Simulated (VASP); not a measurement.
# PbO in VASP: one cell, several levels of theory, part 1 of 2

PbO (rocksalt), under -5.0 % shear in the xy plane is computed at one geometry. Runs: PBE, r2SCAN. The results are then set beside those of Ansatz 0.2.0 for the same cell. This is a trial cell built on a prototype, not taken from a measured structure, and it needn't be the compound's ground state.

The runs shown are made with VASP 6.6.1. PAW datasets, plane waves. These are computed values for a spin-unpolarised cell that may be hypothetical; none is a measurement.

## (1) Starting point

The cell comes from an earlier relaxation with r2SCAN in another program, then strained, with the atoms relaxed again.

Space group Immm (No. 71), orthorhombic; conventional cell a = 3.594 Å, b = 3.778 Å, c = 5.213 Å, 17.70 Å³ an atom. Near Pb stand 6 O at 2.61 Å; near O stand 6 Pb at 2.61 Å.

The structure in full:

```xyz
2
Lattice="-0.0650 2.6065 2.6065 2.6065 -0.0650 2.6065 2.5415 2.5415 0.0000" Properties=species:S:1:pos:R:3 pbc="T T T"
Pb    0.0000    0.0000    0.0000
O     2.5415    2.5415    2.6065
```

## (2) Single point with PBE

File INCAR:

```
ENCUT = 520.000000
SIGMA = 0.020000
EDIFF = 1.00e-07
GGA = PE
PREC = Accurate
IBRION = -1
ISIF = 2
ISMEAR = -1
NBANDS = 17
NELM = 120
NSW = 0
LASPH = .TRUE.
LCHARG = .FALSE.
LWAVE = .FALSE.
LREAL = .FALSE.
```

File KPOINTS:

```
KPOINTS created by Atomic Simulation Environment
0
Gamma
8 8 8
0 0 0
```

File KPOINTS_OPT:

```
special points
9
Reciprocal
0.0000000000 0.0000000000 0.0000000000 1
0.5000000000 0.0000000000 0.5000000000 1
0.6250000000 0.2500000000 0.6250000000 1
0.3750000000 0.3750000000 0.7500000000 1
0.5000000000 0.5000000000 0.5000000000 1
0.5000000000 0.2500000000 0.7500000000 1
0.5000000000 0.4500000000 0.5500000000 1
-0.0801600000 0.4615070000 -0.0490720000 1
-0.0888670000 -0.0187170000 0.4615070000 1
```

File POSCAR:

```
Pb O
 1.0000000000000000
    -0.0650326115000000    2.6065174968000000    2.6065174968000000
     2.6065174968000000   -0.0650326115000000    2.6065174968000000
     2.5414848853000001    2.5414848853000001    0.0000000000000000
 Pb  O
   1   1
Cartesian
  0.0000000000000000  0.0000000000000000  0.0000000000000000
  2.5414848852999996  2.5414848852999996  2.6065174967999996
```

Potentials: the recommended PBE PAW datasets, 20 valence electrons in the neutral cell.

Run with:

```sh
> mpirun -np 1 vasp_std
```

Standard output, without the iteration lines:

```text
POSCAR found type information on POSCAR PbO
 POSCAR found :  2 types and       2 ions
 LDA part: xc-table for (Slater+PW92), standard interpolation
 POSCAR, INCAR and KPOINTS ok, starting setup
 FFT: planning ... GRIDC
 FFT: planning ... GRID_SOFT
 FFT: planning ... GRID
 WAVECAR not read
 entering main loop
 Start KPOINTS_OPT (optional k-point list driver)
k-point batch [1-9\9]
```

OSZICAR:

```text
N       E                     dE             d eps       ncg     rms          rms(c)
DAV:   1     0.173655969594E+03    0.17366E+03   -0.10424E+04  3274   0.142E+03
DAV:   2     0.469015408672E+00   -0.17319E+03   -0.16454E+03  3503   0.356E+02
DAV:   3    -0.123221639400E+02   -0.12791E+02   -0.12713E+02  3922   0.103E+02
DAV:   4    -0.125738458089E+02   -0.25168E+00   -0.25153E+00  4120   0.152E+01
DAV:   5    -0.125814934847E+02   -0.76477E-02   -0.76471E-02  4568   0.255E+00    0.864E+00
DAV:   6    -0.106917352932E+02    0.18898E+01   -0.15332E+01  4503   0.277E+01    0.514E+00
DAV:   7    -0.103859143890E+02    0.30582E+00   -0.21023E+00  4020   0.118E+01    0.149E+00
DAV:   8    -0.104221189406E+02   -0.36205E-01   -0.46803E-01  3647   0.668E+00    0.175E+00
DAV:   9    -0.103688490616E+02    0.53270E-01   -0.78421E-02  3891   0.340E+00    0.205E-01
DAV:  10    -0.103695234532E+02   -0.67439E-03   -0.76058E-03  3924   0.661E-01    0.180E-01
DAV:  11    -0.103691497180E+02    0.37374E-03   -0.12222E-03  3595   0.253E-01    0.231E-02
DAV:  12    -0.103691430636E+02    0.66544E-05   -0.35403E-05  4495   0.594E-02    0.536E-03
DAV:  13    -0.103691437334E+02   -0.66981E-06   -0.16805E-06  4051   0.142E-02    0.309E-03
DAV:  14    -0.103691439930E+02   -0.25963E-06   -0.74079E-07  3560   0.622E-03    0.425E-04
DAV:  15    -0.103691439998E+02   -0.67830E-08   -0.35904E-08  2610   0.161E-03
   1 F= -.10369144E+02 E0= -.10369144E+02  d E =-.732283E-07
       N       E                     dE             ncg
DAV:   1     0.326229300449E+04   -0.53430E+04      306
DAV:   2     0.179140883626E+04   -0.14709E+04      314
DAV:   3     0.168375538984E+04   -0.10765E+03      342
DAV:   4     0.168088214526E+04   -0.28732E+01      412
DAV:   5     0.168080951239E+04   -0.72633E-01      452
DAV:   6     0.168080749227E+04   -0.20201E-02      434
DAV:   7     0.168080744847E+04   -0.43796E-04      427
DAV:   8     0.168080744481E+04   -0.36589E-05      384
DAV:   9     0.168080744480E+04   -0.16785E-07      306
```

The lines after F= are the extra pass for the points of KPOINTS_OPT, at fixed density; their E is not a total energy.

OUTCAR, selected sections:

```text
k-points           NKPTS =     95   k-points in BZ     NKDIM =     95   number of bands    NBANDS=     17

   NELECT =      20.0000    total number of electrons

   dimension x,y,z NGX =    28 NGY =   28 NGZ =   28
   dimension x,y,z NGXF=    56 NGYF=   56 NGZF=   56

  energy-cutoff  :      520.00
  volume of cell :       35.39
      direct lattice vectors                 reciprocal lattice vectors
    -0.065032612  2.606517497  2.606517497    -0.187157261  0.187157261  0.191826834
     2.606517497 -0.065032612  2.606517497     0.187157261 -0.187157261  0.191826834
     2.541484885  2.541484885  0.000000000     0.196735382  0.196735382 -0.191826834

 k-points in reciprocal lattice and weights: KPOINTS created by Atomic Simulation Env
   0.00000000  0.00000000  0.00000000       0.002
   0.12500000  0.00000000  0.00000000       0.008
   0.25000000  0.00000000  0.00000000       0.008
   0.37500000  0.00000000  0.00000000       0.008
   0.50000000  0.00000000  0.00000000       0.004
   0.12500000  0.12500000  0.00000000       0.004
   0.25000000  0.12500000  0.00000000       0.008
   0.37500000  0.12500000  0.00000000       0.008
[... 87 more k-points ...]

 E-fermi :   6.8155

 k-point     1 :       0.0000    0.0000    0.0000
  band No.  band energies     occupation
      1     -11.0985      2.00000
      2      -9.8063      2.00000
      3      -9.7949      2.00000
      4      -9.7872      2.00000
      5      -9.6643      2.00000
      6      -9.6571      2.00000
      7      -0.8830      2.00000
      8       4.0639      2.00000
      9       4.1929      2.00000
     10       4.3389      2.00000
     11      14.8507      0.00000
     12      14.8808      0.00000
     13      15.1560      0.00000
     14      17.0881      0.00000
     15      17.5575      0.00000
     16      18.0517      0.00000
     17      18.5790      0.00000

 k-point     2 :       0.1250    0.0000    0.0000
  band No.  band energies     occupation
      1     -11.0133      2.00000
      2      -9.8073      2.00000
      3      -9.7876      2.00000
      4      -9.7755      2.00000
      5      -9.6678      2.00000
      6      -9.6593      2.00000
      7      -1.0892      2.00000
      8       4.2003      2.00000
      9       4.3853      2.00000
     10       4.3978      2.00000
     11      12.8118      0.00000
     12      14.2318      0.00000
     13      14.4773      0.00000
     14      16.5793      0.00000
     15      18.3036      0.00000
     16      19.0748      0.00000
     17      19.9116      0.00000

 k-point     3 :       0.2500    0.0000    0.0000
  band No.  band energies     occupation
      1     -10.7980      2.00000
      2      -9.8154      2.00000
      3      -9.7795      2.00000
      4      -9.7643      2.00000
      5      -9.6584      2.00000
      6      -9.6502      2.00000
      7      -1.5312      2.00000
      8       4.3668      2.00000
      9       4.5042      2.00000
     10       5.0533      2.00000
     11      10.2001      0.00000
     12      13.0726      0.00000
     13      13.2733      0.00000
     14      16.4365      0.00000
     15      19.2729      0.00000
     16      20.0697      0.00000
     17      21.5314      0.00000

 k-point     4 :       0.3750    0.0000    0.0000
  band No.  band energies     occupation
      1     -10.5650      2.00000
      2      -9.8303      2.00000
      3      -9.7854      2.00000
      4      -9.7755      2.00000
      5      -9.6260      2.00000
      6      -9.6238      2.00000
      7      -1.9210      2.00000
      8       4.5383      2.00000
      9       4.6348      2.00000
     10       5.8558      2.00000
     11       8.2161      0.00000
     12      12.1443      0.00000
     13      12.3321      0.00000
     14      16.6997      0.00000
     15      20.3963      0.00000
     16      21.2177      0.00000
     17      21.2731      0.00000

 k-point     5 :       0.5000    0.0000    0.0000
  band No.  band energies     occupation
      1     -10.4613      2.00000
      2      -9.8386      2.00000
      3      -9.7911      2.00000
      4      -9.7834      2.00000
      5      -9.6099      2.00000
      6      -9.6091      2.00000
      7      -2.0720      2.00000
      8       4.6149      2.00000
      9       4.6932      2.00000
     10       6.5965      1.99996
     11       7.0806      0.00000
     12      11.7955      0.00000
     13      11.9832      0.00000
     14      16.9589      0.00000
     15      20.4942      0.00000
     16      21.4625      0.00000
     17      22.1736      0.00000

 k-point     6 :       0.1250    0.1250    0.0000
  band No.  band energies     occupation
      1     -11.0034      2.00000
      2      -9.8209      2.00000
      3      -9.7664      2.00000
      4      -9.7626      2.00000
      5      -9.6623      2.00000
      6      -9.6527      2.00000
      7      -1.0801      2.00000
      8       3.9278      2.00000
      9       4.2297      2.00000
     10       4.8348      2.00000
     11      12.5187      0.00000
     12      13.9174      0.00000
     13      14.3357      0.00000
     14      15.5997      0.00000
     15      19.2637      0.00000
     16      20.1262      0.00000
     17      20.1548      0.00000

 k-point     7 :       0.2500    0.1250    0.0000
  band No.  band energies     occupation
      1     -10.8932      2.00000
      2      -9.8279      2.00000
      3      -9.7444      2.00000
      4      -9.7415      2.00000
      5      -9.6390      2.00000
      6      -9.6098      2.00000
      7      -1.3280      2.00000
      8       3.9415      2.00000
      9       4.1867      2.00000
     10       5.3417      2.00000
     11      10.4366      0.00000
     12      12.9491      0.00000
     13      13.5811      0.00000
     14      15.7824      0.00000
     15      19.2924      0.00000
     16      21.3165      0.00000
     17      22.1423      0.00000

[... the tables of k-points 8 to 95 left out ...]

  Total        0.5886948      0.5886948      0.5570451      0.3306918      0.0000000      0.0000000
  in kB       26.6476749     26.6476749     25.2150267     14.9689898      0.0000000      0.0000000
  external PRESSURE =      26.1701255 kB  Pullay stress =       0.0000000 kB

 POSITION                                       TOTAL-FORCE (eV/Angst)
 -----------------------------------------------------------------------------------
      0.00000      0.00000      0.00000         0.000000      0.000000      0.000000
      2.54148      2.54148      2.60652         0.000000     -0.000000     -0.000000
 -----------------------------------------------------------------------------------
    total drift:                                0.000000      0.000000      0.000000

  FREE ENERGIE OF THE ION-ELECTRON SYSTEM (eV)
  ---------------------------------------------------
  free  energy   TOTEN  =       -10.3691439998 eV

  energy  without entropy=      -10.3691439266  energy(sigma->0) =      -10.36914396
```

Hardware: 1 MPI rank of Intel Xeon Platinum 8488C, shared host.

The levels at the points of KPOINTS_OPT are read from vasprun.xml.

Levels at the named points, in eV from the top of band v (v: the last filled band by count, c: the next):

```csv
point,v−1,v,c,c+1
Γ,-2.73,-2.58,7.93,7.96
X,-3.73,-3.73,3.66,6.05
U,-3.22,-2.33,3.08,3.76
K,-3.38,-2.39,3.05,3.77
L,-2.31,-0.54,0.12,4.43
W,-4.71,-1.24,3.48,3.90
```

PBE: no gap; the band counted as the lowest empty one dips 0.12 eV below the top of the last filled one. The pressure is 2.62 GPa; the forces vanish within 0.01 eV/Å.

(Continued in part 2 of 2.)
